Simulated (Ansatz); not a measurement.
## LiF (Griceite): a many-body input that goes wrong, and its mend

A first try at the G0W0 gap of LiF (Griceite), what the program said, and an input that works.

Main program and level: Ansatz 0.2.0; G0W0 on PBE, plane waves, PAW; PAW set soft_1.

### Step 1. Set-up

It takes space group Fm-3m (No. 225, cubic). Conventional cell: a = 4.028 Å, b = 4.028 Å, c = 4.028 Å, α = 90.00°, β = 90.00°, γ = 90.00°. Nearest to Li lie 6 F at 2.01 Å. Nearest to F lie 6 Li at 2.01 Å. Farther neighbours and most contacts between anions are not listed.

The cell and positions come from the Crystallography Open Database and are kept as given unless a step says otherwise.

### Step 2. First try

input.yaml

```yaml
crystal:
  lattice:
    - [0.0, 2.014, 2.014]
    - [2.014, 0.0, 2.014]
    - [2.014, 2.014, 0.0]
  atoms:
    - { symbol: Li, position: [0.0, 0.0, 0.0] }
    - { symbol: F, position: [0.5, 0.5, 0.5] }
kpoints:
  mp_grid: { grid: [1, 1, 1] }
hamiltonian:
  xc: pbe
  pseudopotentials: { kind: paw, azcp: { folder: soft_1 } }
scf:
  occupations: { method: fixed }
gw:
  n_empty_bands: 26
  ecut_chi: 80
  qp_bands: [v2, c2]
  qp_kpoints: band_edges
  screening: { model: contour_deformation }
```

On the command line:

```
ansatz run input.yaml --threads 3 --pin off --max-ram 92160MiB --backend cuda --events-out ev --progress --plain --runs-dir out --devices 1 --max-vram 13GiB
```

Numbers of over 12 decimals in the logs are rounded to 6 here.

Log:

```text
GPUs: using 1 of 1 available (devices: 1).
Engine: ansatz 0.2.0, x86_64-unknown-linux-gnu
Pseudopotentials: kind: paw
Pseudopotential: Li, paw, valence charge 3, recommended cutoff 420 eV (normal), soft_1/Li.paw.azcp
Pseudopotential: F, paw, valence charge 7, recommended cutoff 420 eV (normal), soft_1/F.paw.azcp
Functional definition: PBE
  parameter kappa = 0.804
  parameter beta = 0.066725
  exchange = pbe_x(kappa = kappa, mu = beta*pi^2/3)
  correlation = pbe_c(beta = beta)
device memory: the entry about to start is reckoned to put 0.3 GiB on a device that reports 42.5 GiB free (of which the cap on the GPU budget leaves the run 13.0 GiB)
GPU FFT provider: cuFFT
GPU libraries: cuBLAS 13.8.2, cuFFT 12.4.0, cuSOLVER 12.3.4
Crystal: 2 atoms, lattice volume = 16.338 Å³
Basis set: ecut = 420 eV, 331 PW (Γ)
Bands: 9, of which v1, the nominal top of the filled ones, is band 5 counted from 1 (4 counted from 0)
Symmetry: 48 space group operations
Space group: Fm-3m (ITA 225), of the structure as read, at distance tolerance 2.5e-5 Å
k-points: 1
Non-local potential: Li, projectors of the file, l = 0: 3, l = 1: 2, l = 2: 1
Non-local potential: F, projectors of the file, l = 0: 2, l = 1: 2, l = 2: 1
PAW form: soft (Blöchl's): semilocal exchange-correlation on the pseudo side does not see the compensation charge
PAW one-centre angular grid: Li, 110 points (default); XC on 96 Gauss nodes
PAW one-centre angular grid: F, 110 points (default); XC on 64 Gauss nodes
Initial density: superposition of atomic densities (chi_scale 0.1, normalization cell, long waves kept (reshape's long-wave potential 0.00 eV rms))
Initial wavefunctions: pseudopotential atomic-orbital guess
GPU buffer pool allocated for 8000 grid points (all kernels)
GPU transforms: local potential and band sums: pruned to the plane-wave sphere, on 18×18×18
Functional: x = pbe(κ = 0.804, μ = 0.219515), c = pbe(β = 0.066725)
SCF iter   1: F=—  HF=-1009.683824 eV  |F-HF|=—  |Δ(HF+E_count)|=         —  Δρ=1.45e-1  dr2=2.32e0  ethr=3.10e-3  ⟨swp⟩=3.0  Hψ=44  notcnv=0
preconditioner: auto → none  [insulator: Δε(μ)=8.255 eV  Ē_g=24.072 eV  n_scr=0 (ndim 8)  ℏωp=26.0 eV  f_vac=0.000  ε∞_Penn≈2.2]
SCF iter   2: F=—  HF=-1009.374233 eV  |F-HF|=—  |Δ(HF+E_count)|=   3.10e-1  Δρ=5.63e-2  dr2=1.96e-1  ethr=3.10e-3  ⟨swp⟩=2.0  Hψ=25  notcnv=0
SCF iter   3: F=—  HF=-1009.453266 eV  |F-HF|=—  |Δ(HF+E_count)|=   7.90e-2  Δρ=2.15e-2  dr2=3.98e-2  ethr=1.96e-3  ⟨swp⟩=3.0  Hψ=16  notcnv=0
SCF iter   4: F=—  HF=-1009.478832 eV  |F-HF|=—  |Δ(HF+E_count)|=   2.56e-2  Δρ=6.21e-3  dr2=3.14e-3  ethr=3.98e-4  ⟨swp⟩=2.0  Hψ=13  notcnv=0
SCF iter   5: F=—  HF=-1009.478231 eV  |F-HF|=—  |Δ(HF+E_count)|=   6.01e-4  Δρ=9.53e-4  dr2=6.60e-5  ethr=3.14e-5  ⟨swp⟩=2.0  Hψ=13  notcnv=0
SCF iter   6: F=—  HF=-1009.478211 eV  |F-HF|=—  |Δ(HF+E_count)|=   1.93e-5  Δρ=1.00e-4  dr2=7.08e-7  ethr=6.60e-7  ⟨swp⟩=2.0  Hψ=13  notcnv=0
SCF iter   7: F=-1009.478211 eV  HF=-1009.478211 eV  |F-HF|=2.72e-9  |Δ(HF+E_count)|=   3.69e-7  Δρ=7.71e-6  dr2=4.70e-9  ethr=1.00e-9  ⟨swp⟩=3.0  Hψ=38  notcnv=0
SCF 1 converged in 7 iterations: F = -1009.478211 eV  dr2 = 4.70e-9
[...]
device memory: the entry about to start is reckoned to put 0.4 GiB on a device that reports 42.5 GiB free (of which the cap on the GPU budget leaves the run 13.0 GiB)
NSCF: frozen V_eff on 1 k-points
[...]
device memory: the entry about to start is reckoned to put 0.3 GiB on a device that reports 42.4 GiB free (of which the cap on the GPU budget leaves the run 13.0 GiB)
NSCF: frozen V_eff on 1 k-points
G₀W₀ screening: q 1/1
G₀W₀ self-energy: k 1/1
device memory: the entry about to start is reckoned to put 0.2 GiB on a device that reports 42.5 GiB free (of which the cap on the GPU budget leaves the run 13.0 GiB)
NSCF: frozen V_eff on 1 k-points
device memory: the entry about to start is reckoned to put 0.2 GiB on a device that reports 42.5 GiB free (of which the cap on the GPU budget leaves the run 13.0 GiB)
NSCF: frozen V_eff on 1 k-points
device memory: the entry about to start is reckoned to put 0.2 GiB on a device that reports 42.5 GiB free (of which the cap on the GPU budget leaves the run 13.0 GiB)
NSCF: frozen V_eff on 1 k-points
device memory: the entry about to start is reckoned to put 0.2 GiB on a device that reports 42.5 GiB free (of which the cap on the GPU budget leaves the run 13.0 GiB)
NSCF: frozen V_eff on 1 k-points
SCF converged after 7 iterations
Free energy (F): -1009.478211 eV
Harris-Foulkes:  -1009.478211 eV  (|F-HF|=2.72e-9)
Internal energy: -1009.478211 eV  (E = F + TS)
E sigma→0 (E₀):  -1009.478211 eV
Fermi energy:    3.662617 eV
--- Per-component energies (eV) ---
  E_band       = -92.054230
  E_kinetic    = 228.015931
  E_local      = -680.347983  (includes V_loc(G=0)·N_el)
  E_nonlocal   = 73.507787
  E_hartree    = 247.183197
  E_xc         = -87.355240
  E_vxc        = -112.082823  (∫ρ·V_xc dr)
  E_paw        = -233.353309  (= ΣΔE_a)
  E_vpaw       = -95.516124  (= ΣTr[D̂ρ^β])
  E_aug_tail   = 0.001091  (compensation charges beyond the density's cutoff)
  E_ewald      = -557.129686
  E_smearing   = -0.000000  (= −TS)
  E_closure    = -0.000000  (closes the sum)
  Σ components = -1009.478211   (vs F -1009.478211, Δ=0.00e0)
--- Band table (eV) ---
  k-point 0: bands = ["-40.5941", "-16.4209", "3.6626", "3.6626", "3.6626", "11.0245", "24.9860", "24.9860", "24.9860"]
--- G₀W₀: contour deformation, 5 samples at zero and on the imaginary axis and 1 off it, 1 q-point, 26 empty bands' worth ---
  eigenvalues of the whole cell's RPA ε∞ on this k-mesh (on a slab, of 1 + 4πα/V) = 5.2328, 5.2328, 5.2328; static W/v taken at q = 0 is 0.191102
  gw.qp_kpoints: band_edges: 1 of 1 stored k-point solved, in 1 pass; an edge of the gap read off the rows below is read off those points alone
    ik  band        ε_KS         Σx   Σc(E_QP)       V_xc       Z   E_QP_lin       E_QP  E_QP is
     0     4      3.6626   -33.8604     8.7077   -23.7397  0.7325     2.2177     2.2496  root
     0     5      3.6626   -33.8604     8.7077   -23.7397  0.7325     2.2177     2.2496  root
     0     6     11.0245    -6.5856    -6.5670   -12.2004  0.7553    10.0842    10.0723  root
     0     7     24.9860    -2.9079    -7.0284    -9.7576  0.7544    24.8077    24.8072  root
```

Elapsed: 5 s, on 1 × NVIDIA H100 80GB HBM3 (shared by 6 runs) with 3 threads of AMD EPYC 7R13 (Zen 3), shared host; peak memory 0.96 GiB.

Reading the cycles: dr2 is the Hartree energy of the density residual (eV), the measure of convergence; HF is the Harris–Foulkes estimate of the energy, which meets the free energy F at convergence.

**What went wrong?**

The run ended normally, though the input holds a fault or crude settings.

The fault: G0W0 on a mesh far too coarse. So few points can't sample the density or the screening, and the band edges may lie elsewhere in the zone.

It printed a gap of 7.82 eV, which is an artefact of the settings.

### Step 3. A better input

Now the one-shot GW correction: screening in the RPA, then the self-energy of the levels asked for. This step takes PAW set soft_1 files.

input.yaml, as its differences from that of step 2:

```diff
@@ -9,3 +9,3 @@
 kpoints:
-  mp_grid: { grid: [1, 1, 1] }
+  mp_grid: { grid: [6, 6, 6] }
 hamiltonian:
@@ -16,4 +16,4 @@
 gw:
-  n_empty_bands: 26
-  ecut_chi: 80
+  n_empty_bands: 48
+  ecut_chi: 120
   qp_bands: [v2, c2]
```

Log:

```text
GPUs: using 1 of 1 available (devices: 1).
[...]
GPU FFT provider: cuFFT
GPU libraries: cuBLAS 13.8.2, cuFFT 12.4.0, cuSOLVER 12.3.4
Crystal: 2 atoms, lattice volume = 16.338 Å³
Basis set: ecut = 420 eV, 331 PW (Γ)
Bands: 9, of which v1, the nominal top of the filled ones, is band 5 counted from 1 (4 counted from 0)
[... 1 set-up line as in the run before ...]
[...]
k-points: 16 of 216
[...]
GPU buffer pool allocated for 8000 grid points (all kernels)
[...]
SCF iter   1: F=—  HF=-1016.037709 eV  |F-HF|=—  |Δ(HF+E_count)|=         —  Δρ=5.95e-2  dr2=3.05e-1  ethr=3.10e-3  ⟨swp⟩=4.0  Hψ=808  notcnv=0  defer=28
[...]
SCF iter   6: F=-1016.173327 eV  HF=-1016.173327 eV  |F-HF|=1.87e-8  |Δ(HF+E_count)|=   2.16e-6  Δρ=1.28e-5  dr2=1.58e-8  ethr=1.00e-9  ⟨swp⟩=3.1  Hψ=640  notcnv=0
SCF 1 converged in 6 iterations: F = -1016.173327 eV  dr2 = 1.58e-8
[...]
0     4      0.9617   -32.0235     5.2729   -24.2164  0.8191    -1.6212    -1.5725  root
     0     5      0.9617   -32.0235     5.2729   -24.2164  0.8191    -1.6212    -1.5725  root
     0     6     10.0566    -7.5551    -3.3534   -12.4808  0.8883    11.6394    11.6289  root
     0     7     24.9214    -3.0721    -4.5677    -9.9156  0.8552    27.2192    27.1972  root
     1     4      0.9031   -31.9612     5.2778   -24.1339  0.8190    -1.6959    -1.6464  root
     1     5      0.9031   -31.9612     5.2778   -24.1339  0.8190    -1.6959    -1.6464  root
     1     6     10.7732    -7.8378    -3.3371   -12.8677  0.8848    12.4785    12.4659  root
     1     7     20.5107    -3.8717    -4.0330    -9.7158  0.8658    22.3507    22.3218  root
[...]
14     4     -0.6976   -29.3025     5.1929   -21.2520  0.8170    -3.6275    -3.5553  root
    14     5      0.3380   -31.2220     5.2897   -23.2516  0.8180    -2.4004    -2.3426  root
    14     6     14.5213    -6.5906    -3.5402   -12.1188  0.8776    16.5305    16.5094  root
    14     7     16.3508    -7.5207    -3.6745   -13.4076  0.8658    18.5947    18.5632  root
[key lines of the parts left out:]
SCF converged after 6 iterations
Free energy (F): -1016.173327 eV
Fermi energy:    0.961670 eV
```

Elapsed: 12 s, on 1 × NVIDIA H100 80GB HBM3 (shared by 6 runs) with 3 threads; peak memory 0.98 GiB.

Numbers from this step:

- bands summed: 53
- RPA ε∞ on this mesh (eigenvalues): 1.977, 1.977, 1.977
- plane waves in the screening matrix: 59
- q-points in the mesh: 216
- G0W0 gap on the mesh: 13.20 eV
- k of the valence top: 0, 0, 0
- k of the conduction bottom: 0, 0, 0
- starting gap on the mesh: 9.095 eV
- Z at the valence top: 0.8191
- Z at the conduction bottom: 0.8883
- least direct G0W0 gap on the computed points: 13.20 eV

The gap on the mesh goes from 9.09 eV to 13.20 eV, a correction of +4.11 eV. Between the two edge states, bare exchange in place of the xc potential would open the gap by 12.73 eV, and correlation takes back 8.63 eV.

### Step 4. Outcome

```yaml
first_try: converged after 5 s
better_run: G0W0 gap on the mesh 13.20 eV (6×6×6 mesh, 48 empty bands, screening to 120 eV, PAW set soft_1 files)
```

What this shows: The second run differs in: mesh, empty bands and screening cutoff (eV). Bands and cutoff are finite, so the gap is not at the basis limit. The miss can reach some tenths of an eV and take either sign; the mesh is an error of its own.

[Paths, hosts, dates, memory and timing lines, banners, echoed tables and standing remarks are left out of the program output.]

[Logs are printed without paths, hosts, clocks, repeated set-up lines and the standing remarks that a program may print on its own settings, such as how far it seeks lower states.]

[Runs of the session that timed out or met a known fault of the program may be left out.]

[Cells called generated may have been cut or substituted from an entry of the Crystallography Open Database or the Materials Project.]

[Hosts, paths, dates, database ids (printed as entryN), source tags and the programs' standing remarks are cut or masked in the printed files.]
